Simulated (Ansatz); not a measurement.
# TaN: a single-point run

Aim: a sound single-point run of TaN. The structure is shown as the input types it.

Method: DFT, PBE, PAW with other files of Ansatz's library (source ansatz), scalar-relativistic, in Ansatz 0.2.0.

1 further run of the same task is left out (it didn't finish). Runs told in other sessions of the task aren't counted.

### Step 1. The system as given

The structure is monoclinic, space group Cm (No. 8). The conventional cell has a = 5.283 Å, b = 3.050 Å, c = 4.940 Å, α = 90.00°, β = 90.00°, γ = 90.00°. Ta (site symmetry m) has 1 N at 1.15 Å in its first shell of neighbours. Around Ta (site symmetry m) lie 4 N at 1.85 to 2.04 Å. N (site symmetry m) has 4 Ta at 1.85 to 2.04 Å in its first shell of neighbours. N (site symmetry m) has 1 Ta at 1.15 Å in its first shell of neighbours.

As a file:

```cif
data_structure
_symmetry_space_group_name_H-M 'Cm'
_symmetry_Int_Tables_number 8
_cell_length_a 5.2828
_cell_length_b 3.0500
_cell_length_c 4.9400
_cell_angle_alpha 90.000
_cell_angle_beta 90.000
_cell_angle_gamma 90.000
_cell_volume 79.60
loop_
_atom_site_label
_atom_site_type_symbol
_atom_site_symmetry_multiplicity
_atom_site_Wyckoff_symbol
_atom_site_fract_x
_atom_site_fract_y
_atom_site_fract_z
_atom_site_occupancy
Ta1 Ta 2 a 0.39667 0.00000 0.02185 1
Ta2 Ta 2 a 0.16667 0.50000 0.50000 1
N1 N 2 a 0.33333 0.00000 0.61500 1
N2 N 2 a 0.10333 0.50000 0.09315 1
```

### Step 2. Input and run

File input.yaml:

```yaml
crystal:
  lattice:
    - [3.05, 0.0, 0.0]
    - [-1.525, 2.6413774815, 0.0]
    - [0.0, 0.0, 4.94]
  atoms:
    - { symbol: Ta, position: [0.2066666666, 0.6033333334, -0.02185] }
    - { symbol: Ta, position: [0.6666666667, 0.3333333333, 0.5] }
    - { symbol: "N", position: [0.3333333333, 0.6666666667, 0.385] }
    - { symbol: "N", position: [0.7933333334, 0.3966666666, 0.90685] }
kpoints:
  mp_grid: { grid: [7, 7, 4] }
scf:
  occupations: { method: fermi_dirac, width: 0.03 }
  max_iter: 75
hamiltonian:
  xc: pbe
  pseudopotentials: { kind: paw, source: ansatz }
output:
  forces: true
  stress: true
  eigenvalues: true
basis:
  ecutwfc: 30
```

On the command line:

```
ansatz run input.yaml --threads 1 --pin off --max-ram 3072MiB --backend cpu --events-out ev --progress --plain --runs-dir out
```

Q: Will this input give a usable result? If not, why, and what should change?

Nothing was computed: the input was turned down at the start. It says: «inconsistent input (basis.ecutwfc, kpoints): the smallest per-k basis holds n_pw = 12 plane waves (k-point 9, counted from 0 among those solved) but the deck needs at least 33 band(s) per channel ...»

The suspect setting: basis.ecutwfc is 30. With so few plane waves the basis is incomplete by a wide margin. At this value the smallest basis holds 12 plane waves, fewer than the 33 bands to be solved.

Remedy: delete basis.ecutwfc (the default then holds).
